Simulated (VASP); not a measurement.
Set up this calculation in VASP 6.6.1, as the native input.

- Task: single point
- Functional: PBE
- Potentials or basis: VASP PAW PBE potentials, release 64 (Li_sv)
- Cutoff: 520 eV
- k mesh: 2 × 2 × 2
- Occupations: methfessel-paxton, width 0.1 eV
- Spin: no spin polarisation
- Dipole correction: no
- Further INCAR settings: LREAL = Auto; ALGO = Normal; EDIFF = 1e-07; NBANDS = 36

The structure of Li (a cell with a defect) lies in POSCAR:

```
Li
1.0
    6.8672126126      0.0000000000      0.0000000000
    0.0000000000      6.8672126126      0.0000000000
    0.0000000000      0.0000000000      6.8672126126
Li
15
Direct
   -0.0013868800     -0.0013846957      0.5101244417
   -0.0013870256      0.5101224030     -0.0013874625
    0.0144843338      0.4848769345      0.4848794100
    0.5101237136     -0.0013848414     -0.0013874625
    0.4848794100      0.0144865181      0.4848798469
    0.4848791188      0.4848770801      0.0144838970
    0.4915630534      0.4915611603      0.4915633446
    0.1682888044      0.1682908431      0.1682892412
    0.2491945563      0.2491963037      0.7486950368
    0.2491947019      0.7486947456      0.2491952844
    0.2375479095      0.7695423599      0.7695430880
    0.7486959106      0.2491965950      0.2491955756
    0.7695443986      0.2375495113      0.7695435249
    0.7695436705      0.7695420687      0.2375486376
    0.7415008515      0.7414995410      0.7414999778
```

The cell was built by a generator and needn't be a form met in nature.

The input as run:

INCAR

```
PREC = Accurate
ENCUT = 520
EDIFF = 1E-7
ISMEAR = 1
SIGMA = 0.1
LREAL = Auto
LASPH = T
NELM = 100
ALGO = Normal
ISIF = 2
LWAVE = F
LCHARG = F
GGA = PE
NBANDS = 36
```

KPOINTS

```
regular mesh
0
Gamma
  2 2 2
```

Potentials or basis: VASP PAW PBE potentials, release 64 (Li_sv).

Run with:

```sh
$ cat potpaw_PBE.64/Li_sv/POTCAR > POTCAR
$ mpirun -np 1 vasp_std > vasp.out
```

It gave:

```json
{
 "Largest force": "0.094 eV/Å",
 "Band gap on the k mesh": "none (metal or under the smearing width)"
}
```

Caveat: the k mesh is coarse (spacing up to 0.46 Å⁻¹), so the values aren't converged.

Run time: 94 s on 1 thread of Intel(R) Xeon(R) Platinum 8488C (Sapphire Rapids) (shared host), peak memory 0.36 GiB.
